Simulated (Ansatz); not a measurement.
A (110) slab of InP (Fm-3m (No. 225)), 6 planes, outer planes InP (top) and InP (bottom), with 12 atoms (In6P6) in a surface cell of A = 21.073 Å², as cut from the bulk:

```yaml
crystal:
  lattice:
    - [3.86019, 0.00000, 0.00000]
    - [0.00000, 5.45913, 0.00000]
    - [0.00000, 0.00000, 24.65048]
  atoms:
    - { symbol: In, position: [0.50000, 0.50000, 0.30425] }
    - { symbol: P, position: [0.50000, 0.00000, 0.30425] }
    - { symbol: In, position: [0.00000, 0.00000, 0.38255] }
    - { symbol: P, position: [0.00000, 0.50000, 0.38255] }
    - { symbol: In, position: [0.50000, 0.50000, 0.46085] }
    - { symbol: P, position: [0.50000, 0.00000, 0.46085] }
    - { symbol: In, position: [0.00000, 0.00000, 0.53915] }
    - { symbol: P, position: [0.00000, 0.50000, 0.53915] }
    - { symbol: In, position: [0.50000, 0.50000, 0.61745] }
    - { symbol: P, position: [0.50000, 0.00000, 0.61745] }
    - { symbol: In, position: [0.00000, 0.00000, 0.69575] }
    - { symbol: P, position: [0.00000, 0.50000, 0.69575] }
```

Level of theory: DFT PBEsol, scalar-relativistic, plane waves, PAW (Ansatz 0.2.0). Settings: cutoff 420 eV, Γ-centred mesh 9×7×1 on the computed 12-atom cell, Gaussian smearing of 0.10 eV; no spin polarisation. The cell repeats along c with a dipole correction in the vacuum.

Against the same 12 atoms in the bulk, the slab as cut lies 2.119 eV higher and the relaxed slab 1.926 eV higher.

(1) Work out the surface energy before and after relaxation.

(2) What is the ideal work of this cut, per area?

## Answers

(1) The slab has two faces, so γ = (E_slab − N·E_bulk)/(2A), the mean of both. As cut: 2.119/(2 × 21.073) = 0.0503 eV/Å², and 1 eV/Å² = 16.02 J/m², so γ = 0.81 J/m². Relaxed: 1.926/(2 × 21.073) = 0.0457 eV/Å² = 0.73 J/m². Relaxation recovers 9 % of the cost of cutting.

(2) Griffith's ideal work is 2γ: 1.61 J/m² if the new faces stay rigid, 1.46 J/m² if they relax. One thickness was run, 6 planes, so γ can still shift with it.

The reference crystal is the rock-salt form of InP, which isn't its usual structure.